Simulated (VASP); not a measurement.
# CoO (P-6m2) in VASP: notebook, part 2 of 2

VASP 6.6.1. Earlier steps stand in the parts before.

## 4. Single point, PBE, collinear spin, ferrimagnetic start

INCAR reads:

```
SYSTEM = CoO
  PREC = Accurate
  ENCUT = 520
  EDIFF = 1E-6
  ISMEAR = -1
  SIGMA = 0.05
  LREAL = .FALSE.
  LASPH = .TRUE.
  NELM = 100
  ALGO = Fast
  ISIF = 2
  LWAVE = .FALSE.
  LCHARG = .FALSE.
  ISPIN = 2
  MAGMOM = 2 -1 0 0
  LORBIT = 11
  LMAXMIX = 4
  GGA = PE
```

KPOINTS reads:

```
Automatic mesh
0
G
  8 8 8
  0 0 0
```

POSCAR reads:

```
CoO
1.0
   -1.4142300000      2.4495100000      2.7217200000
    2.8284500000      0.0000000000      2.7217200000
    1.4142200000      2.4495100000      0.0000000000
Co O
2 2
Direct
    0.2500000000      0.2500000000      0.7500000000
    0.7500000000      0.7500000000      0.2500000000
    0.8333300000      0.1666700000      0.5000000000
    0.3333300000      0.6666700000      0.0000000000
```

Potentials or basis: VASP PAW PBE potentials, release 64 (Co, O).

The run is started by

```sh
cat potpaw_PBE.64/Co/POTCAR potpaw_PBE.64/O/POTCAR > POTCAR
mpirun -np 1 vasp_std > vasp.out
```

OUTCAR:

```text
SYSTEM = CoO
   PREC = Accurate
   ENCUT = 520
   EDIFF = 1E-6
   ISMEAR = -1
   LREAL = .FALSE.
   LASPH = .TRUE.
   NELM = 100
   ISIF = 2
   ISPIN = 2
   LORBIT = 11
   GGA = PE

 ion  position               nearest neighbor table
   1  0.250  0.250  0.750-   3 2.13   4 2.13   4 2.13   3 2.13   4 2.13   3 2.13   2 2.72   2 2.72
                             2 2.83   2 2.83   2 2.83   2 2.83
   2  0.750  0.750  0.250-   4 2.13   3 2.13   3 2.13   4 2.13   3 2.13   4 2.13   1 2.72   1 2.72
                             1 2.83   1 2.83   1 2.83   1 2.83
   3  0.833  0.167  0.500-   2 2.13   1 2.13   1 2.13   2 2.13   1 2.13   2 2.13
   4  0.333  0.667  0.000-   1 2.13   2 2.13   2 2.13   1 2.13   1 2.13   2 2.13

  LATTYP: Found a body centered orthorhombic cell.
 ALAT       =     2.8284478868
 B/A-ratio  =     1.7320537115
 C/A-ratio  =     1.9245325415

  Lattice vectors:

 A1 = (   1.4142300000,  -2.4495100000,  -2.7217200000)
 A2 = (  -1.4142300000,   2.4495100000,  -2.7217200000)
 A3 = (   2.8284500000,   0.0000000000,   2.7217200000)

Analysis of symmetry for initial positions (statically):
=====================================================================
 Subroutine PRICEL returns following result:

  LATTYP: Found a hexagonal cell.
 ALAT       =     2.8284478868
 C/A-ratio  =     0.9622662707

  Lattice vectors:

 A1 = (   1.4142200000,   2.4495100000,   0.0000000000)
 A2 = (  -2.8284500000,   0.0000000000,   0.0000000000)
 A3 = (   0.0000000000,   0.0000000000,   2.7217200000)

   2 primitive cells build up your supercell.

 Routine SETGRP: Setting up the symmetry group for a
 body centered orthorhombic supercell.

 Subroutine GETGRP returns: Found  4 space group operations
 (whereof  4 operations were pure point group operations)
 out of a pool of  8 trial point group operations.

The static configuration has the point symmetry C_2v.

Analysis of symmetry for dynamics (positions and initial velocities):
=====================================================================
 Subroutine PRICEL returns following result:

  LATTYP: Found a hexagonal cell.
 ALAT       =     2.8284478868
[... 184 lines left out ...]
  free energy    TOTEN  =       -25.77436761 eV

  energy without entropy =      -25.75167978  energy(sigma->0) =      -25.76302369

 E-fermi :   8.1518     XC(G=0): -12.5600

 val. band max:        8.1386559544   @ k =   0.1250   0.0000   0.1250
 cond. band min:       8.1537023146   @ k =  -0.3750  -0.3750   0.3750
 fundamental gap:      0.0150463602
 Fermi energy:         8.1517605821

 spin component 1

 k-point     1 :       0.0000    0.0000    0.0000
  band No.  band energies     occupation
      1     -12.0262      1.00000
      2     -10.2513      1.00000
      3       1.3215      1.00000
      4       1.7946      1.00000
      5       2.9764      1.00000
      6       3.6715      1.00000
[... 541 lines left out ...]
     19      10.9403      0.00000
     20      14.4307      0.00000

 [... further k-points ...]

 spin component 2

 k-point     1 :       0.0000    0.0000    0.0000
  band No.  band energies     occupation
      1     -12.0263      1.00000
      2     -10.2514      1.00000
      3       1.3215      1.00000
      4       1.7946      1.00000
      5       2.9763      1.00000
      6       3.6713      1.00000
[... 541 lines left out ...]
     19      10.9403      0.00000
     20      14.4307      0.00000

 [... further k-points ...]
[... 5 lines left out ...]
  --------------------------------------------------------------------------------------
  -------------------------------------------------------------------------------------
  Total        0.8345787     -0.3887302      0.1126326     -1.0594121      0.0000000      0.0000000
  in kB       35.4549369    -16.5142056      4.7849089    -45.0064078      0.0000000      0.0000000
  external PRESSURE =       7.9085467 kB  Pullay stress =       0.0000000 kB

 VOLUME and BASIS-vectors are now :
 -----------------------------------------------------------------------------
  energy-cutoff  :      520.00
  volume of cell :       37.71
      direct lattice vectors                 reciprocal lattice vectors
    -1.414230000  2.449510000  2.721720000    -0.176775266  0.102060868  0.183707362
     2.828450000  0.000000000  2.721720000     0.176775266 -0.102060868  0.183707362
     1.414220000  2.449510000  0.000000000     0.176775266  0.306184047 -0.183707362

 POSITION                                       TOTAL-FORCE (eV/Angst)
 -----------------------------------------------------------------------------------
      1.41422      2.44951      1.36086         0.253846     -0.146558      0.000000
      1.41422      2.44951      4.08258         0.253621     -0.146428      0.000000
      0.00001      3.26601      2.72172        -0.253734      0.146493      0.000181
      1.41424      0.81650      2.72172        -0.253734      0.146493     -0.000181
 -----------------------------------------------------------------------------------
    total drift:                                0.000124     -0.000004     -0.000000

  FREE ENERGIE OF THE ION-ELECTRON SYSTEM (eV)
  ---------------------------------------------------
  free  energy   TOTEN  =       -25.7743676054 eV

  energy  without entropy=      -25.7516797829  energy(sigma->0) =      -25.76302369

 total charge

# of ion       s       p       d       tot
------------------------------------------
    1        0.307   0.389   7.166   7.862
    2        0.307   0.389   7.166   7.862
    3        1.568   3.396   0.000   4.964
    4        1.568   3.396   0.000   4.964
--------------------------------------------------
tot          3.750   7.570  14.332  25.652

 magnetization (x)

# of ion       s       p       d       tot
------------------------------------------
    1        0.011   0.017   2.323   2.350
    2       -0.011  -0.017  -2.322  -2.350
    3        0.000  -0.000   0.000  -0.000
    4        0.000  -0.000   0.000  -0.000
--------------------------------------------------
tot          0.000  -0.000   0.000   0.000
```

Wall time 2.5 min (1 thread of AMD EPYC 9R45 (Zen 5), shared host); peak memory 0.21 GiB.

Results:

| Quantity | Value |
| --- | --- |
| Free energy | -25.7744 eV |
| Pressure | 0.8 GPa |
| Largest force | 0.293 eV/Å |
| Band gap on the k mesh | none (metal or under the smearing width) |
| Net moment | 0.00 μB per cell |
| Site moments | Co +2.35, -2.35; O -0.00 μB |
| Valence electrons inside the program's atomic spheres | Co 7.86; O 4.96 |

Forces in eV/Å, atoms in the order of the input:
```
Co   0.254 -0.147  0.000
Co   0.254 -0.146  0.000
O   -0.254  0.146  0.000
O   -0.254  0.146  0.000
```

Stress tensor (GPa, compression positive):
```
 3.55 -4.50  0.00
-4.50 -1.65  0.00
 0.00  0.00  0.48
```

Caveat: semilocal functionals often make such compounds metallic where correlation or magnetic order opens a gap, which also shifts bond lengths.

## 5. Single point, PBE, collinear spin, random start

INCAR, as its differences from that of step 4:

```diff
@@ -14,3 +14,3 @@
   ISPIN = 2
-  MAGMOM = 2 -1 0 0
+  MAGMOM = 0.56 -2.23 0 0
   LORBIT = 11
```

KPOINTS is that of step 4.

POSCAR is that of step 4.

The run is started by

```sh
cat potpaw_PBE.64/Co/POTCAR potpaw_PBE.64/O/POTCAR > POTCAR
mpirun -np 1 vasp_std > vasp.out
```

Wall time 4.8 min (1 thread of AMD EPYC 9R45 (Zen 5), shared host); peak memory 0.21 GiB.

Results (log left out):

```yaml
Free_energy: -25.2907 eV
Pressure: -6.0 GPa
Largest_force: 0.143 eV/Å
Band_gap_on_the_k_mesh: none (metal or under the smearing width)
Net_moment: -2.88 μB per cell
Site_moments: Co -0.04, -2.45; O -0.18 μB
Valence_electrons_inside_the_program's_atomic_spheres: Co 7.95, 7.85; O 4.93
```

Forces on the atoms (eV/Å):
```
Co  -0.061  0.035  0.000
Co   0.124 -0.071  0.000
O   -0.031  0.018 -0.062
O   -0.031  0.018  0.062
```

Stress tensor (GPa, compression positive):
```
-5.48 -0.22  0.00
-0.22 -5.74  0.00
 0.00  0.00 -6.90
```

Levels at points of the mesh, in eV from the Fermi level:
Spin up:
| k point | band 10 | band 11 | band 12 | band 13 | band 14 | band 15 | band 16 | band 17 | band 18 | band 19 |
| --- | --- | --- | --- | --- | --- | --- | --- | --- | --- | --- |
| (0.00, 0.00, 0.00) | -1.19 | -0.80 | -0.49 | 0.06 | 0.16 | 0.49 | 0.56 | 0.61 | 1.22 | 1.60 |
| (0.50, 0.00, 0.00) | -1.60 | -0.93 | -0.69 | -0.46 | -0.17 | 0.15 | 0.56 | 0.71 | 1.16 | 5.52 |
| (0.50, 0.50, 0.00) | -1.12 | -1.10 | -0.76 | -0.22 | 0.01 | 0.13 | 0.22 | 0.60 | 1.35 | 6.01 |
| (0.00, 0.00, 0.50) | -1.36 | -0.61 | -0.35 | -0.22 | -0.14 | 0.12 | 0.58 | 0.93 | 1.31 | 7.16 |
| (0.50, 0.00, 0.50) | -1.19 | -0.86 | -0.06 | 0.12 | 0.16 | 0.23 | 0.24 | 0.93 | 1.78 | 5.96 |
Spin down:
```tsv
k point	band 13	band 14	band 15	band 16	band 17	band 18	band 19	band 20
(0.00, 0.00, 0.00)	-1.64	-1.12	-0.31	-0.19	-0.08	0.87	0.92	5.52
(0.50, 0.00, 0.00)	-1.60	-1.29	-0.82	-0.44	0.02	0.49	5.07	5.31
(0.50, 0.50, 0.00)	-1.49	-1.00	-0.83	-0.74	-0.03	0.67	5.79	7.07
(0.00, 0.00, 0.50)	-1.77	-1.07	-0.55	-0.48	0.18	0.59	6.78	6.84
(0.50, 0.00, 0.50)	-1.06	-0.84	-0.81	-0.49	0.06	1.11	5.46	5.85
```

Caveat: semilocal functionals often make such compounds metallic where correlation or magnetic order opens a gap, which also shifts bond lengths. With open d or f shells a metallic result of PBE can be an artefact of self-interaction; +U or a hybrid may open a gap.

## 6. The runs side by side

```tsv
spin	gap on the mesh (eV)	pressure (GPa)	moment (μB)	largest force (eV/Å)
collinear, ferromagnetic start	none	-0.3	6.00	-
collinear, antiferromagnetic start	none	0.7	0.00	0.29
collinear, ferrimagnetic start	none	0.8	0.00	0.29
collinear, random start	none	-6.0	2.88	0.14
```

Alike in all rows: task single point; level PBE; potentials or basis VASP PAW PBE potentials, release 64 (Co, O); cell as given; k mesh 8 × 8 × 8; cutoff (eV) 520; smearing fermi-dirac 0.05 eV.

Every run on the cell as given and a fine mesh finds a metal.

Caveats: semilocal functionals often make such compounds metallic where correlation or magnetic order opens a gap, which also shifts bond lengths.

Absolute energies hang on the potentials; compare differences alone.
